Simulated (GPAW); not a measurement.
Runs of GPAW 26.7.0 on MgB2. The structure is hexagonal, space group P6/mmm (No. 191). Conventional cell: a = 3.085 Å, b = 3.085 Å, c = 3.523 Å, α = 90.00°, β = 90.00°, γ = 120.00°. Mg (site symmetry 6/mmm) is surrounded by 12 B at 2.51 Å. Around B (site symmetry -6m2) lie 3 B at 1.78 Å. 

```csv
task,level,potentials or basis,cell,k mesh,smearing,optimizer,fmax,max steps,convergence,band path,gap on the mesh (eV),pressure (GPa),relaxed volume (Å³/atom)
relaxation of cell and atoms,PBE+D3(BJ),"GPAW PAW data sets (gpaw-data 1.2.1), pw",relaxed,10 × 10 × 8,fermi-dirac 0.05 eV,BFGS,0.01 eV/Å,100,density=1e-05 forces=0.0001,-,none,-0.1,9.28
band structure,revPBE,"the program's PAW data sets (release 1.2.1) made for this functional, pw",as given,10 × 10 × 8,fermi-dirac 0.05 eV,-,-,-,-,"GMKGALHA,LM,KH",-,1.6,-
relaxation of cell and atoms,PBEsol+D4,"PAW data sets generated in the run's folder for this functional, pw",relaxed,10 × 10 × 8,fermi-dirac 0.05 eV,LBFGS,0.01 eV/Å,60,density=1e-05 forces=0.0001,-,none,0.0,9.32
relaxation of cell and atoms,revPBE,"the program's PAW data sets (release 1.2.1) made for this functional, pw",relaxed,10 × 10 × 8,fermi-dirac 0.05 eV,BFGS,0.02 eV/Å,40,density=1e-05 forces=0.0001,-,none,0.0,9.78
single point,PBE,"GPAW PAW data sets (gpaw-data 1.2.1), pw",as given,10 × 10 × 8,gaussian 0.019 eV,-,-,-,-,-,none,-1.1,-
relaxation of cell and atoms,OLYP+D3(BJ),"PAW data sets generated in the run's folder for this functional, pw",relaxed,7 × 7 × 5,fermi-dirac 0.05 eV,FIRE,0.02 eV/Å,100,-,-,none,0.0,(a)
relaxation of cell and atoms,revPBE+D3(BJ),"the program's PAW data sets (release 1.2.1) made for this functional, pw",relaxed,10 × 10 × 8,fermi-dirac 0.05 eV,FIRE,0.02 eV/Å,40,density=1e-05 forces=0.0001,-,none,-0.3,(b)
```

Alike in all rows: no spin polarisation; cutoff (eV) 800.

Estimate the missing entries.

(a) 8.71; (b) 9.16.

Caveats: later steps reuse the first step's grids (some runs); pairwise dispersion overbinds metals, which lowers pressure and volume (some runs).

A k mesh can miss the band edges.

A gap of «none» marks a metal or a gap under the smearing width.

Not every run made on this cell is shown here.
